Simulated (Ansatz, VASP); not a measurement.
## Si25H8Cl2: VASP beside Ansatz

Wanted: the spread between two codes on one cell, functional and k mesh. The structure shown is the end of the Ansatz relaxation below.

Main program and level: Ansatz 0.2.0; plane waves, with VASP 6.6.1 beside it; single point at PBE.

## Step 1: Starting point

The cell holds 35 atoms: 2 Cl, 8 H and 25 Si. Its edges and angles: a = 7.679 Å, b = 7.679 Å, c = 25.368 Å, α = 90.0°, β = 90.0°, γ = 60.0°. It derives from Si. As first built, before any earlier steps moved the atoms: kind terminated face; group SiHCl2; share_of_top_atoms 0.25; rest H; oxygen_in_back_bonds 0; lower_face H. Vacuum lies along c.

## Step 2: Ansatz: relaxation, PBE

Ansatz runs on its default PAW (the set named soft_2) files.

This run makes the geometry at which the two programs are then compared.

File input.yaml:

```yaml
crystal:
  lattice:
    - [7.6791796437, 0.0, 0.0]
    - [3.8395898218, 6.6503646517, 0.0]
    - [0.0, 0.0, 25.3684769138]
  atoms:
    - { symbol: Cl, position: [5.7425e-05, 0.251710412, 0.724066998] }
    - { symbol: Cl, position: [0.748232874, 5.6001e-05, 0.724066998] }
    - { symbol: H, position: [0.18295153, 0.817008802, 0.716694068] }
    - { symbol: Si, position: [0.0, 0.0, 0.697076808] }
    - { symbol: H, position: [0.5, 0.0, 0.665541608] }
    - { symbol: H, position: [0.0, 0.5, 0.665541608] }
    - { symbol: H, position: [0.5, 0.5, 0.665541608] }
    - { symbol: Si, position: [0.0, 0.0, 0.611537577] }
    - { symbol: Si, position: [0.5, 0.0, 0.611537577] }
    - { symbol: Si, position: [0.0, 0.5, 0.611537577] }
    - { symbol: Si, position: [0.5, 0.5, 0.611537577] }
    - { symbol: Si, position: [0.833333333, 0.333333333, 0.580642818] }
    - { symbol: Si, position: [0.333333333, 0.333333333, 0.580642818] }
    - { symbol: Si, position: [0.833333333, 0.833333333, 0.580642818] }
    - { symbol: Si, position: [0.333333333, 0.833333333, 0.580642818] }
    - { symbol: Si, position: [0.833333333, 0.333333333, 0.48795854] }
    - { symbol: Si, position: [0.333333333, 0.333333333, 0.48795854] }
    - { symbol: Si, position: [0.833333333, 0.833333333, 0.48795854] }
    - { symbol: Si, position: [0.333333333, 0.833333333, 0.48795854] }
    - { symbol: Si, position: [0.166666667, 0.166666667, 0.45706378] }
    - { symbol: Si, position: [0.666666667, 0.166666667, 0.45706378] }
    - { symbol: Si, position: [0.166666667, 0.666666667, 0.45706378] }
    - { symbol: Si, position: [0.666666667, 0.666666667, 0.45706378] }
    - { symbol: Si, position: [0.166666667, 0.166666667, 0.364379502] }
    - { symbol: Si, position: [0.666666667, 0.166666667, 0.364379502] }
    - { symbol: Si, position: [0.166666667, 0.666666667, 0.364379502] }
    - { symbol: Si, position: [0.666666667, 0.666666667, 0.364379502] }
    - { symbol: Si, position: [0.0, 0.0, 0.333484743] }
    - { symbol: Si, position: [0.5, 0.0, 0.333484743] }
    - { symbol: Si, position: [0.0, 0.5, 0.333484743] }
    - { symbol: Si, position: [0.5, 0.5, 0.333484743] }
    - { symbol: H, position: [0.0, 0.0, 0.275933002] }
    - { symbol: H, position: [0.5, 0.0, 0.275933002] }
    - { symbol: H, position: [0.0, 0.5, 0.275933002] }
    - { symbol: H, position: [0.5, 0.5, 0.275933002] }
kpoints:
  mp_grid: { grid: [3, 3, 1] }
scf:
  occupations: { method: fermi_dirac, width: 0.02 }
  n_extra_bands: 25
hamiltonian:
  xc: pbe
  pseudopotentials: { kind: paw }
output:
  forces: true
  write_potential: true
  volumetric_format: []
efield:
  axis: 3
  dipole_correction: true
relax:
  f_tol: 0.03
  max_steps: 70
  constraints: [{ sites: [23, 24, 25, 26, 27, 28, 29, 30, 31, 32, 33, 34] }]
```

Started as:

```
ansatz run input.yaml --threads 4 --pin off --max-ram 11264MiB --backend cpu --events-out ev --progress --plain --runs-dir out
```

Numbers of over 12 decimals in the logs are rounded to 6 here.

The log of the run:

```text
scf.n_extra_bands = 25 over 61 filled bands (N_el = 122.0): the run solves 86 bands
Engine: ansatz 0.2.0, aarch64-unknown-linux-gnu
Pseudopotentials: kind: paw
Pseudopotential: Cl, paw, valence charge 7, recommended cutoff 420 eV (normal), Cl.paw.azcp
Pseudopotential: H, paw, valence charge 1, recommended cutoff 420 eV (normal), H.paw.azcp
Pseudopotential: Si, paw, valence charge 4, recommended cutoff 420 eV (normal), Si.paw.azcp
Functional definition: PBE
  parameter kappa = 0.804
  parameter beta = 0.066725
  exchange = pbe_x(kappa = kappa, mu = beta*pi^2/3)
  correlation = pbe_c(beta = beta)
Crystal: 35 atoms, lattice volume = 1295.551 Å³
Basis set: ecut = 420 eV, 25279 PW (Γ), exchange–correlation on 108×108×360 points (8 copies of the dense FFT grid, shifted against one another)
Bands: 86, of which v1, the nominal top of the filled ones, is band 61 counted from 1 (60 counted from 0)
Symmetry: 1 space group operations
Space group: P1 (ITA 1), of the structure as read, at distance tolerance 1.1e-4 Å
k-points: 5 of 9 (time reversal used)
Non-local potential: Cl, projectors of the file, l = 0: 2, l = 1: 2, l = 2: 2
Non-local potential: H, projectors of the file, l = 0: 2, l = 1: 1
Non-local potential: Si, projectors of the file, l = 0: 2, l = 1: 2, l = 2: 2
PAW form: soft (Blöchl's): semilocal exchange-correlation on the pseudo side does not see the compensation charge
PAW one-centre angular grid: Cl, 110 points (default); XC on 64 Gauss nodes
PAW one-centre angular grid: H, 110 points (default); XC on 64 Gauss nodes
PAW one-centre angular grid: Si, 110 points (default); XC on 64 Gauss nodes
Initial density: superposition of atomic densities (neutral atoms: chi_scale 0, normalization atom), corrected by the library's trained network
Initial wavefunctions: pseudopotential atomic-orbital guess
Functional: x = pbe(κ = 0.804, μ = 0.219515), c = pbe(β = 0.066725)
SCF iter   1: F=—  HF=-18182.373435 eV  |F-HF|=—  |Δ(HF+E_count)|=         —  Δρ=1.94e-3  dr2=4.93e-1  ethr=1.77e-3  p=-0.123 e·Å  D=-1.71e-2 V/Å  ΔV_dip=0.43 eV  dr2_dipole=1.20e-2  V_vac-E_F(+/−)=4.17/3.73 eV  ⟨swp⟩=8.8  Hψ=2460  notcnv=0  defer=22
efield: sawtooth ramp at fractional position 0.9500 (placed from the atoms, in the widest stretch of the axis that holds none; the zero of the levels goes with the place), width 0.1000; the density the first Hamiltonian is built on has a dipole p = -0.123 e·Å; the dipole correction subtracts the counter field D = -1.71e-2 V/Å, which shifts the + side's vacuum level by +0.43 eV against the − side's; the planar-averaged density in the ramp window peaks in size at 3.0e-5 e/Å³
preconditioner: auto → Resta (q_TF=auto, 1.840 Å⁻¹)  ε∞=3.0  [insulator: Δε(μ)=1.130 eV  Ē_g=7.978 eV  σ=0.020 eV  W_gap=1.00  n_scr=134 (ndim 8)  ℏωp=11.2 eV  f_vac=0.487  D(μ)=0.00/eV (n_scr^D=0)  ε∞_Penn≈3.0  vacuum switching on, ρ_ref=4.6e-3 e/Å³]
SCF iter   2: F=—  HF=-18182.303908 eV  |F-HF|=—  |Δ(HF+E_count)|=   6.95e-2  Δρ=8.15e-4  dr2=3.34e-2  ethr=4.04e-4  p=-0.056 e·Å  D=-7.81e-3 V/Å  ΔV_dip=0.20 eV  dr2_dipole=5.99e-3  V_vac-E_F(+/−)=4.40/4.20 eV  ⟨swp⟩=3.4  Hψ=605  notcnv=0  defer=96
SCF iter   3: F=—  HF=-18182.301078 eV  |F-HF|=—  |Δ(HF+E_count)|=   2.83e-3  Δρ=3.80e-4  dr2=4.05e-3  ethr=2.73e-5  p=-0.096 e·Å  D=-1.34e-2 V/Å  ΔV_dip=0.34 eV  dr2_dipole=7.49e-4  V_vac-E_F(+/−)=4.45/4.11 eV  ⟨swp⟩=3.0  Hψ=528  notcnv=0  defer=96
SCF iter   4: F=—  HF=-18182.301951 eV  |F-HF|=—  |Δ(HF+E_count)|=   8.73e-4  Δρ=2.12e-4  dr2=1.47e-3  ethr=3.32e-6  p=-0.080 e·Å  D=-1.11e-2 V/Å  ΔV_dip=0.28 eV  dr2_dipole=2.32e-4  V_vac-E_F(+/−)=4.43/4.15 eV  ⟨swp⟩=2.2  Hψ=692  notcnv=0  defer=96
SCF iter   5: F=—  HF=-18182.302284 eV  |F-HF|=—  |Δ(HF+E_count)|=   3.32e-4  Δρ=4.98e-5  dr2=5.23e-5  ethr=1.20e-6  p=-0.085 e·Å  D=-1.18e-2 V/Å  ΔV_dip=0.30 eV  dr2_dipole=2.60e-6  V_vac-E_F(+/−)=4.46/4.16 eV  ⟨swp⟩=2.0  Hψ=577  notcnv=0  defer=96
SCF iter   6: F=-18182.302315 eV  HF=-18182.302312 eV  |F-HF|=3.37e-6  |Δ(HF+E_count)|=   2.83e-5  Δρ=1.83e-5  dr2=6.12e-6  ethr=1.84e-8  p=-0.083 e·Å  D=-1.16e-2 V/Å  ΔV_dip=0.29 eV  dr2_dipole=2.46e-9  V_vac-E_F(+/−)=4.46/4.17 eV  ⟨swp⟩=12.0  Hψ=4122  notcnv=0
SCF 1 converged in 6 iterations: F = -18182.302315 eV  dr2 = 6.12e-6
  greatest PAW one-centre occupation: 0.911 electrons in one spin orbital (limit 2), on the Cl atom at site 0 (counted from 0), in its partial waves of l = 0
relax step   1: F+E_penalty+E_count = -18182.30231525 eV  Δ(F+E_penalty+E_count) = +0.000e0 eV  max|allowed force component| = 2.893e0 eV/Å  Δτ_max = 0.0000 Å  (6 SCF iters, dr2 threshold 2.25e-5 eV, accepted)
Initial density: handed on by an earlier stage of this run
Initial wavefunctions: those handed on with the density
iter 1 solved again at ethr=2.01e-4 eV; its pass at ethr=3.10e-3 eV (dr2=2.46e-1 eV) is discarded
[...]
E_band       = -666.736222
  E_kinetic    = 1439.421251
  E_local      = -31063.836119  (includes V_loc(G=0)·N_el)
  E_nonlocal   = 718.871547
  E_hartree    = 14900.448283
  E_xc         = -1662.914853
  E_vxc        = -1501.014749  (∫ρ·V_xc dr)
  E_paw        = -14143.631390  (= ΣΔE_a)
  E_vpaw       = -61.984352  (= ΣTr[D̂ρ^β])
  E_aug_tail   = -0.009634  (compensation charges beyond the density's cutoff)
  E_efield     = 0.002137  (sawtooth field / dipole correction)
  E_vefield    = 0.915306  (∫n·V_field dr)
  E_ewald      = 11628.334280
  E_smearing   = -0.000000  (= −TS)
  E_closure    = -0.000000  (closes the sum)
  Σ components = -18183.314498   (vs F -18183.314498, Δ=0.00e0)
--- Forces (eV/Å), atoms counted from 1 ---
  atom   1  Cl    -0.01977718    -0.01430778    -0.01126925
  atom   2  Cl     0.01068443    -0.00779392    -0.00187026
  atom   3  H      0.00089112     0.00776646    -0.00305685
  atom   4  Si     0.00511864     0.01660674     0.01763315
  atom   5  H     -0.00264592     0.00059338    -0.00019519
  atom   6  H     -0.00006545    -0.00145735    -0.00275785
  atom   7  H      0.00017676    -0.00108431    -0.00242400
  atom   8  Si     0.00384721    -0.00582026    -0.00125620
  atom   9  Si    -0.00088399     0.00100660     0.00078617
  atom  10  Si     0.00164588     0.00099508     0.00325756
  atom  11  Si    -0.00059323     0.00276071     0.00149481
  atom  12  Si    -0.00014728     0.00211433     0.00500297
  atom  13  Si    -0.00007561     0.00060639    -0.00133185
  atom  14  Si    -0.00010696    -0.00098914    -0.00287311
  atom  15  Si     0.00002603    -0.00173137    -0.00101797
  atom  16  Si     0.00068907    -0.00191698    -0.00107659
  atom  17  Si    -0.00010960    -0.00080637     0.00090223
  atom  18  Si     0.00013035     0.00166557     0.00108706
  atom  19  Si     0.00074169     0.00146601    -0.00027804
  atom  20  Si     0.00062303     0.00017261    -0.00092747
  atom  21  Si    -0.00091747    -0.00067027    -0.00088540
  atom  22  Si    -0.00072317    -0.00041059     0.00028567
  atom  23  Si     0.00066846     0.00076880     0.00117416
  atom  24  Si    -0.01006271     0.01493154    -0.07081019
[...]
atom  28  Si    -0.00001399    -0.00161076     0.85198274
  atom  29  Si    -0.00002234     0.00454840     0.86529638
  atom  30  Si     0.00774164    -0.00149177     0.84228649
  atom  31  Si    -0.00797147    -0.00150206     0.84188339
  atom  32  H      0.00001035    -0.00010506    -0.77684828
  atom  33  H      0.00003691    -0.00210829    -0.77603061
  atom  34  H     -0.00335570     0.00112876    -0.77853227
  atom  35  H      0.00354766     0.00112983    -0.77857770
  max |Σ_I F_I| component: 9.70e-5 eV/Å
--- Band table (eV; the first three rows and the last of 5) ---
  k-point 0: bands = [... 57 lower, -0.7048, -0.7041, -0.2597, -0.2583, 0.8724, 0.8747, 0.8803, 1.3617, ... 21 higher]
  k-point 1: bands = [... 57 lower, -1.3710, -1.2982, -1.2037, -0.6592, 1.0125, 1.6360, 1.6729, 1.7043, ... 21 higher]
  k-point 2: bands = [... 57 lower, -1.3692, -1.2979, -1.2014, -0.6580, 1.0162, 1.6258, 1.6815, 1.6948, ... 21 higher]
  k-point 4: bands = [... 57 lower, -2.1698, -1.4285, -1.3889, -1.3029, 2.0984, 2.1371, 2.1515, 2.3497, ... 21 higher]
--- Relaxed structure (18 steps of the walk, 18 accepted, 0 SCFs on fresh bases) ---
  F+E_penalty+E_count = -18183.31449829 eV   max|allowed force component| = 1.978e-2 eV/Å
  atoms:
    - { symbol: Cl, position: [0.164209, 0.104943, 0.741019] }
    - { symbol: Cl, position: [0.731583, 0.103552, 0.740928] }
    - { symbol: H, position: [0.122121, 0.757397, 0.724261] }
    - { symbol: Si, position: [0.014534, -0.028368, 0.707045] }
    - { symbol: H, position: [0.503929, -0.00734364, 0.670577] }
    - { symbol: H, position: [-0.00155962, 0.505234, 0.671808] }
    - { symbol: H, position: [0.496440, 0.505061, 0.671820] }
    - { symbol: Si, position: [-0.000300735, 0.000711435, 0.613923] }
    - { symbol: Si, position: [0.500872, -0.00159034, 0.611672] }
    - { symbol: Si, position: [0.000268928, 0.501282, 0.612631] }
    - { symbol: Si, position: [0.498505, 0.501230, 0.612643] }
    - { symbol: Si, position: [0.832746, 0.334549, 0.582949] }
    - { symbol: Si, position: [0.333583, 0.332866, 0.582227] }
    - { symbol: Si, position: [0.834093, 0.833659, 0.581629] }
    - { symbol: Si, position: [0.332367, 0.833648, 0.581638] }
    - { symbol: Si, position: [0.833621, 0.332762, 0.489484] }
    - { symbol: Si, position: [0.333338, 0.333347, 0.489084] }
    - { symbol: Si, position: [0.834094, 0.833565, 0.488639] }
    - { symbol: Si, position: [0.332390, 0.833566, 0.488653] }
    - { symbol: Si, position: [0.166420, 0.167026, 0.457462] }
    - { symbol: Si, position: [0.666567, 0.167036, 0.457459] }
    - { symbol: Si, position: [0.166979, 0.666109, 0.457217] }
    - { symbol: Si, position: [0.666802, 0.666408, 0.457694] }
    - { symbol: Si, position: [0.166666667, 0.166666667, 0.364379502] }
    - { symbol: Si, position: [0.666667, 0.166666667, 0.364379502] }
    - { symbol: Si, position: [0.166667, 0.666666667, 0.364379502] }
    - { symbol: Si, position: [0.666667, 0.666666667, 0.364379502] }
    - { symbol: Si, position: [0.0, 0.0, 0.333485] }
    - { symbol: Si, position: [0.500000, 0.0, 0.333485] }
    - { symbol: Si, position: [-2.7755575615628914e-17, 0.5, 0.333485] }
    - { symbol: Si, position: [0.500000, 0.5, 0.333485] }
    - { symbol: H, position: [0.0, 0.0, 0.275933002] }
    - { symbol: H, position: [0.500000, 0.0, 0.275933002] }
    - { symbol: H, position: [-2.7755575615628914e-17, 0.5, 0.275933002] }
    - { symbol: H, position: [0.500000, 0.5, 0.275933002] }
```

[end of part 1 of 2]

[Lines on the potential files, build, host, timing and source positions are cut from VASP's logs without a mark.]

[Logs are printed without paths, hosts, clocks, repeated set-up lines and the standing remarks that a program may print on its own settings, such as how far it seeks lower states.]

[Hosts, paths, dates, database ids (printed as entryN), source tags and the programs' standing remarks are cut or masked in the printed files.]
